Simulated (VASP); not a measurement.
# Tb (P6_3/mmc) in VASP: settings compared, part 2 of 2

VASP 6.6.1. Earlier steps stand in the parts before.

### 3 Single point, PBE, collinear spin, ferromagnetic start

Input file run.py:

```python
from ase.calculators.vasp import Vasp
from ase.dft.bandgap import bandgap
from ase.io import read

atoms = read('Tb.cif')
atoms.set_initial_magnetic_moments([6.0, 6.0])
calc = Vasp(
    directory='calc',
    xc='lda',
    pp='PBE',
    setups='materialsproject',
    prec='Accurate',
    encut=520,
    ediff=1e-06,
    ismear=0,
    sigma=0.05,
    lreal=False,
    lasph=True,
    nelm=100,
    algo='Normal',
    isif=2,
    lwave=False,
    lcharg=False,
    ispin=2,
    lorbit=11,
    lmaxmix=6,
    kpts=[9, 9, 5],
    gamma=True,
)
atoms.calc = calc

print('energy (eV):', atoms.get_potential_energy())
print('free energy (eV):', atoms.get_potential_energy(force_consistent=True))
print('forces (eV/A):')
print(atoms.get_forces())
print('stress (eV/A^3, Voigt):', atoms.get_stress())
print('Fermi level (eV):', calc.get_fermi_level())
print('moment (muB):', atoms.get_magnetic_moment())
print('site moments (muB):', atoms.get_magnetic_moments())
gap, top, bottom = bandgap(calc)
print('band gap (eV):', gap, 'from (spin, k, band)', top, 'to', bottom)
```

Input file Tb.cif:

```cif
data_Tb
_cell_length_a 3.60100000
_cell_length_b 3.60100000
_cell_length_c 5.69360000
_cell_angle_alpha 90.00000000
_cell_angle_beta 90.00000000
_cell_angle_gamma 120.00000000
_space_group_name_H-M_alt 'P1'
_space_group_name_Hall 'P 1'
_space_group_IT_number 1
loop_
_space_group_symop_operation_xyz
'x,y,z'
loop_
_atom_site_label
_atom_site_type_symbol
_atom_site_symmetry_multiplicity
_atom_site_Wyckoff_symbol
_atom_site_fract_x
_atom_site_fract_y
_atom_site_fract_z
_atom_site_occupancy
Tb1 Tb 1 a 0.6666666667 0.3333333333 0.7500000000 1
Tb2 Tb 1 a 0.3333333333 0.6666666667 0.2500000000 1
```

Potentials or basis: VASP PAW PBE potentials, release 64 (Tb_3), 4f in core.

The run is started by

```sh
> python run.py
```

Output:

```text
<dir> UserWarning: XC is set to LDA, but PP is set to PBE.
 Please check that this is really what you intended!

  warnings.warn("XC is set to LDA, but PP is set to "
energy (eV): -9.12036379
free energy (eV): -9.12142254
forces (eV/A):
[[-0.  0.  0.]
 [ 0. -0.  0.]]
stress (eV/A^3, Voigt): [-0.00254774 -0.00254774 -0.00136047  0.         -0.          0.        ]
Fermi level (eV): 3.25272789
moment (muB): 0.0009356
site moments (muB): [0. 0.]
band gap (eV): 0.0 from (spin, k, band) (None, None, None) to (None, None, None)
```

OUTCAR:

```text
ENCUT = 520.000000
   EDIFF = 1.00e-06
   PREC = Accurate
   ISIF = 2
   ISMEAR = 0
   ISPIN = 2
   LORBIT = 11
   NELM = 100
   LASPH = .TRUE.
   LREAL = .FALSE.

 ion  position               nearest neighbor table
   1  0.667  0.333  0.750-   2 3.53   2 3.53   2 3.53   2 3.53   2 3.53   2 3.53
   2  0.333  0.667  0.250-   1 3.53   1 3.53   1 3.53   1 3.53   1 3.53   1 3.53

  LATTYP: Found a hexagonal cell.
 ALAT       =     3.6010000000
 C/A-ratio  =     1.5811163566

  Lattice vectors:

 A1 = (   3.6010000000,   0.0000000000,   0.0000000000)
 A2 = (  -1.8005000000,   3.1185574790,   0.0000000000)
 A3 = (   0.0000000000,   0.0000000000,   5.6936000000)

Analysis of symmetry for initial positions (statically):
=====================================================================
 Subroutine PRICEL returns:
 Original cell was already a primitive cell.

 Routine SETGRP: Setting up the symmetry group for a
 hexagonal supercell.

 Subroutine GETGRP returns: Found 24 space group operations
[... 734 lines left out ...]
      6     -18.9194      1.00000
[... 517 lines left out ...]
     18       9.1340      0.00000
     19      11.5493      0.00000

 [... further k-points ...]

------------------------ aborting loop because EDIFF is reached ----------------------------------------

  FORCE on cell =-STRESS in cart. coord.  units (eV):
  Direction    XX          YY          ZZ          XY          YZ          ZX
  --------------------------------------------------------------------------------------
  -------------------------------------------------------------------------------------
  Total        0.1628993      0.1628993      0.0869865      0.0000000      0.0000000      0.0000000
  in kB        4.0819334      4.0819334      2.1797100      0.0000000      0.0000000      0.0000000
  external PRESSURE =       3.4478589 kB  Pullay stress =       0.0000000 kB

 VOLUME and BASIS-vectors are now :
 -----------------------------------------------------------------------------
  energy-cutoff  :      520.00
  volume of cell :       63.94
      direct lattice vectors                 reciprocal lattice vectors
     3.601000000  0.000000000  0.000000000     0.277700639  0.160330539  0.000000000
    -1.800500000  3.118557479  0.000000000     0.000000000  0.320661077  0.000000000
     0.000000000  0.000000000  5.693600000     0.000000000  0.000000000  0.175635802

 POSITION                                       TOTAL-FORCE (eV/Angst)
 -----------------------------------------------------------------------------------
      1.80050      1.03952      4.27020        -0.000000      0.000000      0.000000
     -0.00000      2.07904      1.42340         0.000000     -0.000000      0.000000
 -----------------------------------------------------------------------------------
    total drift:                               -0.000000      0.000000     -0.000000

  FREE ENERGIE OF THE ION-ELECTRON SYSTEM (eV)
  ---------------------------------------------------
  free  energy   TOTEN  =        -9.1214225415 eV

  energy  without entropy=       -9.1193050324  energy(sigma->0) =       -9.12036379

 total charge

# of ion       s       p       d       tot
------------------------------------------
    1        0.400   6.297   1.119   7.816
    2        0.400   6.297   1.119   7.816
--------------------------------------------------
tot          0.800  12.594   2.237  15.632

 magnetization (x)

# of ion       s       p       d       tot
------------------------------------------
    1       -0.000   0.000   0.000   0.000
    2       -0.000   0.000   0.000   0.000
--------------------------------------------------
tot         -0.000   0.000   0.000   0.000
```

INCAR:

```text
ENCUT = 520.000000
SIGMA = 0.050000
EDIFF = 1.00e-06
ALGO = Normal
PREC = Accurate
ISIF = 2
ISMEAR = 0
ISPIN = 2
LMAXMIX = 6
LORBIT = 11
NELM = 100
LASPH = .TRUE.
LCHARG = .FALSE.
LWAVE = .FALSE.
LREAL = .FALSE.
MAGMOM = 2*6.0000
```

It took 58 s on 1 thread of AMD EPYC 9R45 (Zen 5), shared host; peak memory 0.21 GiB.

What came out:

* Free energy: -9.1214 eV
* Pressure: 0.3 GPa
* Band gap on the k mesh: none (metal or under the smearing width)
* Net moment: 0.00 μB per cell
* Valence electrons inside the program's atomic spheres: Tb 7.82

Levels at points of the mesh, in eV from the Fermi level:
Spin up:
```tsv
k point	band 7	band 8	band 9	band 10	band 11	band 12
(0.00, 0.00, 0.00)	-4.94	-2.15	1.36	1.77	1.77	2.04
```
Spin down:
| k point | band 7 | band 8 | band 9 | band 10 | band 11 | band 12 |
| --- | --- | --- | --- | --- | --- | --- |
| (0.00, 0.00, 0.00) | -4.94 | -2.15 | 1.36 | 1.77 | 1.77 | 2.04 |

Caveat: ASE's xc='lda' writes no GGA tag, so the PBE potentials set the functional and the run is PBE; the magnetic or orbital state may not be the lowest; spin-orbit coupling is left out, which moves the levels of the heavy elements; the 4f electrons are frozen in the core as for a trivalent ion, so they carry no moment and show no levels. The state reached can hang on the start; a lower one may exist.

### 4 Relaxation of cell and atoms, PBE, collinear spin, ferromagnetic start (cell strained at random at fixed volume)

Input file run.py:

```python
from ase import Atoms
from ase.calculators.vasp import Vasp
from ase.filters import FrechetCellFilter
from ase.optimize import FIRE

atoms = Atoms(
    ['Tb', 'Tb'],
    cell=[[3.581057, 0.036489, -0.007859], [-1.758928, 3.069608, 0.047995], [-0.012426, 0.080451, 5.784022]],
    scaled_positions=[[0.6666666667, 0.3333333333, 0.75], [0.3333333333, 0.6666666667, 0.25]],
    pbc=True,
)
atoms.set_initial_magnetic_moments([6.0, 6.0])
calc = Vasp(
    directory='calc',
    xc='lda',
    pp='PBE',
    setups='recommended',
    prec='Accurate',
    encut=600,
    ediff=1e-06,
    ismear=-1,
    sigma=0.05,
    lreal=False,
    lasph=True,
    nelm=150,
    algo='Fast',
    isif=2,
    lwave=False,
    lcharg=False,
    ispin=2,
    lorbit=11,
    nupdown=1,
    lmaxmix=6,
    kspacing=0.4,
    nbands=13,
)
atoms.calc = calc
opt = FIRE(FrechetCellFilter(atoms), trajectory='relax.traj')
converged = opt.run(fmax=0.005, steps=40)
print('converged:', converged)

print('energy (eV):', atoms.get_potential_energy())
print('free energy (eV):', atoms.get_potential_energy(force_consistent=True))
print('forces (eV/A):')
print(atoms.get_forces())
print('stress (eV/A^3, Voigt):', atoms.get_stress())
print('Fermi level (eV):', calc.get_fermi_level())
print('moment (muB):', atoms.get_magnetic_moment())
print('site moments (muB):', atoms.get_magnetic_moments())
print('cell (A, degrees):', atoms.cell.cellpar())
print('volume (A^3):', atoms.get_volume())
print('scaled positions:')
print(atoms.get_scaled_positions())
```

Potentials or basis: VASP PAW PBE potentials, release 64 (Tb_3), 4f in core.

The run is started by

```sh
> python run.py
```

Output:

```text
<dir> UserWarning: XC is set to LDA, but PP is set to PBE.
 Please check that this is really what you intended!

  warnings.warn("XC is set to LDA, but PP is set to "
      Step     Time          Energy          fmax
FIRE:    0 --:--:--       -9.084154        0.328799
FIRE:    1 --:--:--       -9.086073        0.303779
FIRE:    2 --:--:--       -9.089342        0.256726
FIRE:    3 --:--:--       -9.093062        0.191855
FIRE:    4 --:--:--       -9.095368        0.118167
FIRE:    5 --:--:--       -9.096936        0.105137
[... 21 lines left out ...]
FIRE:   27 --:--:--       -9.098198        0.006461
FIRE:   28 --:--:--       -9.098201        0.003930
converged: True
energy (eV): -9.08486322
free energy (eV): -9.09820058
forces (eV/A):
[[-0.00316165 -0.00224378  0.00040297]
 [ 0.00316165  0.00224378 -0.00040297]]
stress (eV/A^3, Voigt): [ 4.65787099e-05 -1.35143527e-05 -6.52848685e-05 -9.17137962e-06
 -1.34820155e-05 -3.95048830e-05]
Fermi level (eV): 3.13192401
moment (muB): 1.0000095
site moments (muB): [0.34 0.34]
cell (A, degrees): [  3.63690381   3.63554226   5.68790394  90.00203693  90.00298251
 120.00701119]
volume (A^3): 65.12582054434822
scaled positions:
[[0.66726133 0.33370332 0.74998782]
 [0.33273867 0.66629668 0.25001218]]
```

Run time: 21 min. Hardware: 1 thread of Intel Xeon 6975P-C (Granite Rapids), shared host; peak memory 0.26 GiB.

The run converged, but some of its settings lie outside the range that counts as converged (typed here: KSPACING = 0.4; NBANDS = 13), so its numbers aren't taken as properties of the crystal.

Results:

- Free energy: -9.0982 eV
- Relaxed volume: 32.56 Å³/atom
- Relaxed cell: a = 3.637 Å, b = 3.636 Å, c = 5.688 Å, α = 90.00°, β = 90.00°, γ = 120.01°
- Space group after relaxing (to 0.05 Å): P6_3/mmc (No. 194)
- Energy gained by relaxing: 9.1 meV/atom
- Ionic steps: 29
- Pressure after relaxing: 0.0 GPa
- Largest force after relaxing: 0.004 eV/Å
- Net moment: 1.00 μB per cell
- Site moments: Tb +0.34 μB
- Valence electrons inside the program's atomic spheres: Tb 7.79

Caveat: ASE's xc='lda' writes no GGA tag, so the PBE potentials set the functional and the run is PBE; the magnetic or orbital state may not be the lowest; the moment is held away from its start; spin-orbit coupling is left out, which moves the levels of the heavy elements; the 4f electrons are frozen in the core as for a trivalent ion, so they carry no moment and show no levels; the total moment is fixed, so each spin has its own Fermi level.
